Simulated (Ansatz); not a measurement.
# Zn in Ansatz: reference runs

Reference runs on Zn: the cell as given.

Everything below comes from runs of Ansatz 0.2.0. Logs are shortened: lines on timing, memory, paths and dates and some standing lists are left out, and cuts for length are marked.

### 1 The cell of the first run

The cell holds a slab with vacuum, 8 atoms: a = 2.779 Å, b = 3.930 Å, c = 24.725 Å, α = 90.00°, β = 90.00°, γ = 90.00°.

### 2 Single point, PBE (the (1 1 0) slab of Zn, cut from the database cell, not relaxed)

input.yaml

```yaml
crystal:
  lattice:
    - [2.7786128662, 0.0, 0.0]
    - [0.0, 3.929552, 0.0]
    - [0.0, 0.0, 24.7251450318]
  atoms:
    - { symbol: Zn, position: [0.5, 0.5, 0.3033349244] }
    - { symbol: Zn, position: [0.0, 0.0, 0.359524946] }
    - { symbol: Zn, position: [0.5, 0.5, 0.4157149676] }
    - { symbol: Zn, position: [0.0, 0.0, 0.4719049892] }
    - { symbol: Zn, position: [0.5, 0.5, 0.5280950108] }
    - { symbol: Zn, position: [0.0, 0.0, 0.5842850324] }
    - { symbol: Zn, position: [0.5, 0.5, 0.640475054] }
    - { symbol: Zn, position: [0.0, 0.0, 0.6966650756] }
hamiltonian:
  xc: pbe
  pseudopotentials: { kind: paw }
kpoints:
  mp_grid: { grid: [10, 7, 1] }
scf:
  occupations: { method: fermi_dirac, width: 0.05 }
output:
  forces: true
  eigenvalues: true
efield:
  axis: 3
  dipole_correction: true
  ramp_width: 0.04
```

Potentials or basis: Ansatz PAW.

The run is started by

```
$ ansatz run input.yaml --threads 4 --pin off --max-ram 11264MiB --backend cpu --events-out ev --progress --plain --runs-dir out
```

The program printed:

```text
Warning: RAYON_NUM_THREADS=4 ignored (pool sized by the plan → 4); use --threads N
Engine: ansatz 0.2.0, aarch64-unknown-linux-gnu
Pseudopotentials: kind: paw
Pseudopotential: Zn, paw, valence charge 12, recommended cutoff 420 eV (normal), Zn.paw.azcp
Functional definition: PBE
  parameter kappa = 0.804
  parameter beta = 0.06672455060314922
  exchange = pbe_x(kappa = kappa, mu = beta*pi^2/3)
  correlation = pbe_c(beta = beta)
Crystal: 8 atoms, lattice volume = 269.967 Å³
Basis set: ecut = 420 eV, 5287 PW (Γ), exchange–correlation on 40×54×360 points (8 copies of the dense FFT grid, shifted against one another)
Bands: 58, of which v1, the nominal top of the filled ones, is band 48 counted from 1 (47 counted from 0)
Symmetry: 4 space group operations
k-points: 24 of 70
Non-local potential: Zn, projectors of the file, l = 0: 2, l = 1: 2, l = 2: 3, l = 3: 1
PAW form: soft (Blöchl's): semilocal exchange-correlation on the pseudo side does not see the compensation charge
PAW one-centre angular grid: Zn, 590 points (default); XC on 64 Gauss nodes
Initial density: superposition of atomic densities (neutral atoms: chi_scale 0, normalization atom), corrected by the library's trained network
Initial wavefunctions: pseudopotential atomic-orbital guess
Functional: x = pbe(κ = 0.804, μ = 0.2195149727645171), c = pbe(β = 0.06672455060314922)
SCF iter   1: F=—  HF=-26551.102146 eV  |F-HF|=—  |Δ(HF+E_count)|=         —  Δρ=1.59e-3  dr2=4.74e-2  ethr=1.77e-3  p=0.000 e·Å  D=5.95e-14 V/Å  ΔV_dip=-0.00 eV  dr2_dipole=1.17e-8  V_vac-E_F(+/−)=4.14/4.14 eV  ⟨swp⟩=13.9  Hψ=8383  notcnv=0  defer=24
efield: sawtooth ramp at fractional position 0.9800 (placed from the atoms, in the widest stretch of the axis that holds none; the zero of the levels goes with the place), width 0.0400; the density the first Hamiltonian is built on has a dipole p = 0.000 e·Å; the dipole correction subtracts the counter field D = 5.95e-14 V/Å, which shifts the + side's vacuum level by -0.00 eV against the − side's; the planar-averaged density in the ramp window peaks in size at 2.9e-5 e/Å³
preconditioner: auto → LDOS  [metal: Δε(μ)=0.113 eV  Ē_g=10.081 eV  σ=0.050 eV  W_gap=0.43  n_scr=50 (ndim 8)  ℏωp=22.1 eV  f_vac=0.491  D(μ)=1.87/eV (n_scr^D=8)  β→1.0]
SCF iter   2: F=—  HF=-26551.112298 eV  |F-HF|=—  |Δ(HF+E_count)|=   1.02e-2  Δρ=2.85e-3  dr2=3.48e-2  ethr=4.94e-5  p=-0.000 e·Å  D=-1.33e-5 V/Å  ΔV_dip=0.00 eV  dr2_dipole=3.42e-8  V_vac-E_F(+/−)=4.22/4.22 eV  ⟨swp⟩=2.6  Hψ=2929  notcnv=0  defer=76
SCF iter   3: F=—  HF=-26551.105666 eV  |F-HF|=—  |Δ(HF+E_count)|=   6.63e-3  Δρ=3.78e-4  dr2=1.62e-3  ethr=3.63e-5  p=-0.000 e·Å  D=-1.27e-7 V/Å  ΔV_dip=0.00 eV  dr2_dipole=3.60e-9  V_vac-E_F(+/−)=4.24/4.24 eV  ⟨swp⟩=2.0  Hψ=2563  notcnv=0  defer=76
SCF iter   4: F=—  HF=-26551.105505 eV  |F-HF|=—  |Δ(HF+E_count)|=   1.61e-4  Δρ=2.14e-4  dr2=7.69e-5  ethr=1.69e-6  p=0.000 e·Å  D=8.53e-7 V/Å  ΔV_dip=-0.00 eV  dr2_dipole=1.46e-8  V_vac-E_F(+/−)=4.25/4.25 eV  ⟨swp⟩=2.0  Hψ=2461  notcnv=0  defer=76
SCF iter   5: F=—  HF=-26551.105470 eV  |F-HF|=—  |Δ(HF+E_count)|=   3.47e-5  Δρ=2.78e-5  dr2=9.46e-6  ethr=8.01e-8  p=-0.000 e·Å  D=-2.03e-6 V/Å  ΔV_dip=0.00 eV  dr2_dipole=3.36e-9  V_vac-E_F(+/−)=4.26/4.26 eV  ⟨swp⟩=2.3  Hψ=2545  notcnv=0  defer=76
SCF iter   6: F=—  HF=-26551.105469 eV  |F-HF|=—  |Δ(HF+E_count)|=   3.28e-7  Δρ=1.66e-5  dr2=1.23e-6  ethr=9.86e-9  p=0.000 e·Å  D=9.19e-7 V/Å  ΔV_dip=-0.00 eV  dr2_dipole=4.72e-10  V_vac-E_F(+/−)=4.26/4.26 eV  ⟨swp⟩=2.0  Hψ=2353  notcnv=0  defer=76
SCF iter   7: F=—  HF=-26551.105470 eV  |F-HF|=—  |Δ(HF+E_count)|=   7.83e-8  Δρ=4.88e-6  dr2=1.30e-7  ethr=1.28e-9  p=0.000 e·Å  D=3.15e-7 V/Å  ΔV_dip=-0.00 eV  dr2_dipole=6.75e-11  V_vac-E_F(+/−)=4.26/4.26 eV  ⟨swp⟩=2.0  Hψ=2323  notcnv=0  defer=76
SCF iter   8: F=-26551.105470 eV  HF=-26551.105470 eV  |F-HF|=3.22e-9  |Δ(HF+E_count)|=   2.52e-8  Δρ=2.76e-6  dr2=1.48e-8  ethr=1.04e-10  p=0.000 e·Å  D=1.27e-8 V/Å  ΔV_dip=-0.00 eV  dr2_dipole=2.92e-12  V_vac-E_F(+/−)=4.26/4.26 eV  ⟨swp⟩=13.8  Hψ=7527  notcnv=0
SCF 1 converged in 8 iterations: F = -26551.105470 eV  dr2 = 1.48e-8
SCF converged after 8 iterations
Free energy (F): -26551.105470 eV
Harris-Foulkes:  -26551.105470 eV  (|F-HF|=3.22e-9)
Internal energy: -26551.087845 eV  (E = F + TS)
E sigma→0 (E₀):  -26551.096657 eV
Entropy (-TS):   -0.017625 eV (-2.203 meV/atom)
Fermi energy:    2.589632 eV
Dipole field:    D = -0.000002 V/Å  (p = -0.000003 e·Å, saw-weighted, corrected)
Work function:   Φ+ = 4.2579 eV   Φ− = 4.2578 eV
Levels:          The Fermi level and band energies are counted from a zero that moves with the ramp; work functions are not
--- Per-component energies (eV) ---
  E_band       = -389.724285
  E_kinetic    = 1043.966971
  E_local      = -108286.997667  (includes V_loc(G=0)·N_el)
  E_nonlocal   = 4887.653309
  E_hartree    = 52760.033180
  E_xc         = -1097.851647
  E_vxc        = -415.417712  (∫ρ·V_xc dr)
  E_paw        = -14601.217986  (= ΣΔE_a)
  E_vpaw       = -3138.976560  (= ΣTr[D̂ρ^β])
  E_aug_tail   = -0.002836  (compensation charges beyond the density's cutoff)
  E_efield     = 0.000000  (sawtooth field / dipole correction)
  E_vefield    = 0.000000  (∫n·V_field dr)
  E_ewald      = 38743.328830
  E_smearing   = -0.017625  (= −TS)
  E_closure    = -0.000000  (closes the sum)
  Σ components = -26551.105470   (vs F -26551.105470, Δ=0.00e0)
--- Forces (eV/Å), atoms counted from 1 ---
  atom   1  Zn     0.00000000    -0.00000000     0.07752800
  atom   2  Zn    -0.00000000    -0.00000000    -0.23762557
  atom   3  Zn     0.00000000    -0.00000000     0.14785739
  atom   4  Zn     0.00000000     0.00000000     0.01258398
  atom   5  Zn    -0.00000000    -0.00000000    -0.01258468
  atom   6  Zn    -0.00000000     0.00000000    -0.14785705
  atom   7  Zn     0.00000000     0.00000000     0.23762614
  atom   8  Zn    -0.00000000     0.00000000    -0.07752758
  max |Σ_I F_I| component: 6.24e-7 eV/Å
--- Band table (eV; the first three rows and the last of 24) ---
  k-point 0: bands = ["-7.3887", "-6.5642", "-5.5512", "-5.5236", "-5.4520", "-5.3560", "-5.2037", "-5.2008", "-5.0340", "-5.0251", "-5.0102", "-4.9691", "-4.9263", "-4.8704", "-4.8639", "-4.8490", "-4.8367", "-4.7462", "-4.6971", "-4.6707", "-4.6661", "-4.6395", "-4.6262", "-4.5929", "-4.5591", "-4.5435", "-4.5117", "-4.4918", "-4.4917", "-4.4418", "-4.4060", "-4.3996", "-4.3317", "-4.3235", "-4.3132", "-4.2323", "-4.2203", "-4.1413", "-4.1004", "-4.0948", "-4.0137", "-4.0127", "-4.0074", "-2.7659", "-0.8561", "1.2457", "2.0713", "3.1611", "3.3412", "4.5968", "4.7264", "5.3335", "5.4338", "6.4237", "6.5267", "6.6634", "7.3922", "7.6461"]
  k-point 1: bands = ["-7.1879", "-6.3928", "-5.5626", "-5.4923", "-5.4233", "-5.3484", "-5.3035", "-5.1982", "-5.0938", "-4.9856", "-4.9133", "-4.9101", "-4.8699", "-4.8651", "-4.8528", "-4.8317", "-4.8255", "-4.7799", "-4.7257", "-4.6872", "-4.6501", "-4.6290", "-4.6250", "-4.5429", "-4.5365", "-4.5315", "-4.5077", "-4.4920", "-4.4719", "-4.4288", "-4.3773", "-4.3734", "-4.3518", "-4.3465", "-4.2771", "-4.2402", "-4.2318", "-4.1627", "-4.0893", "-4.0889", "-4.0193", "-4.0181", "-4.0006", "-2.6176", "-0.6781", "0.3880", "1.3875", "1.4261", "2.8167", "3.4426", "4.7590", "5.5699", "6.6370", "6.6993", "6.7427", "7.4725", "7.6977", "7.9269"]
  k-point 2: bands = ["-6.6090", "-5.9556", "-5.5821", "-5.4550", "-5.4115", "-5.3595", "-5.3408", "-5.1408", "-5.0556", "-4.9935", "-4.9299", "-4.8940", "-4.8778", "-4.8368", "-4.8304", "-4.8162", "-4.7735", "-4.7686", "-4.7089", "-4.6977", "-4.6215", "-4.6046", "-4.5999", "-4.5639", "-4.5170", "-4.4879", "-4.4573", "-4.4425", "-4.3969", "-4.3958", "-4.3641", "-4.3536", "-4.3270", "-4.3181", "-4.2798", "-4.2551", "-4.1909", "-4.1818", "-4.0722", "-4.0713", "-4.0285", "-4.0280", "-3.7593", "-2.1469", "-1.7101", "-0.8856", "0.0141", "0.6111", "1.9010", "2.2134", "4.2837", "4.6083", "6.3056", "6.9075", "7.3925", "8.1212", "8.4658", "9.1245"]
  k-point 23: bands = ["-5.5322", "-5.5322", "-5.2931", "-5.2931", "-5.2121", "-5.2121", "-5.1380", "-5.1380", "-5.0235", "-5.0235", "-4.9211", "-4.9211", "-4.8868", "-4.8868", "-4.8385", "-4.8385", "-4.7637", "-4.7637", "-4.6544", "-4.6544", "-4.6467", "-4.6467", "-4.5785", "-4.5785", "-4.4627", "-4.4627", "-4.3531", "-4.3531", "-4.3004", "-4.3004", "-4.2429", "-4.2429", "-4.1982", "-4.1982", "-4.1692", "-4.1692", "-4.1243", "-4.1243", "-3.9294", "-3.9294", "-0.0833", "-0.0833", "0.8815", "0.8815", "1.8518", "1.8518", "2.1802", "2.1802", "2.5813", "2.5813", "3.4909", "3.4909", "4.0890", "4.0890", "5.0625", "5.0625", "6.2160", "6.2160"]
```

Run time: 8.3 s. Hardware: 4 threads of Arm Neoverse V2, shared host; peak memory 0.76 GiB.

Results:

| Property | Result |
| --- | --- |
| Free energy | -26551.1055 eV |
| Largest force | 0.238 eV/Å |
| Band gap on the k mesh | none (metal or under the smearing width) |
| Work function of the upper face | 4.26 eV |
| Work function of the lower face | 4.26 eV |
| Dipole across the slab | 0.000 e·Å |

Forces in eV/Å, atoms in the order of the input:
```
Zn   0.000  0.000  0.078
Zn   0.000  0.000 -0.238
Zn   0.000  0.000  0.148
Zn   0.000  0.000  0.013
Zn   0.000  0.000 -0.013
Zn   0.000  0.000 -0.148
Zn   0.000  0.000  0.238
Zn   0.000  0.000 -0.078
```
